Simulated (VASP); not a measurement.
A run of VASP 6.6.1:

INCAR

```
SYSTEM = Ba
PREC = Accurate
ENCUT = 520
EDIFF = 1E-6
ISMEAR = 0
SIGMA = 0.05
LREAL = .FALSE.
LASPH = .TRUE.
NELM = 80
ALGO = Normal
ISIF = 2
LWAVE = .FALSE.
LCHARG = .FALSE.
GGA = PE
```

The input KPOINTS:

```
regular mesh
0
G
  7 7 7
  0 0 0
```

Contents of POSCAR:

```
Ba
1.0
    0.0000000000      3.2326650028      3.2326650028
    3.2326650028      0.0000000000      3.2326650028
    3.2326650028      3.2326650028      0.0000000000
Ba
1
Direct
    0.0000000000      0.0000000000      0.0000000000
```

Potentials or basis: VASP PAW PBE potentials, release 64 (Ba_sv).

The run is started by

```bash
$ cat potpaw_PBE.64/Ba_sv/POTCAR > POTCAR
$ mpirun -np 1 vasp_std > vasp.out
```

Hardware: 1 thread of Intel(R) Xeon(R) Platinum 8488C (Sapphire Rapids), with other jobs on the host.

**Question.** How long does it take, and how much memory?

**Answer.** It took 16 s on 1 thread of Intel(R) Xeon(R) Platinum 8488C (Sapphire Rapids) (shared host), peak memory 0.19 GiB. Counts: scf iterations 10, k points 20.
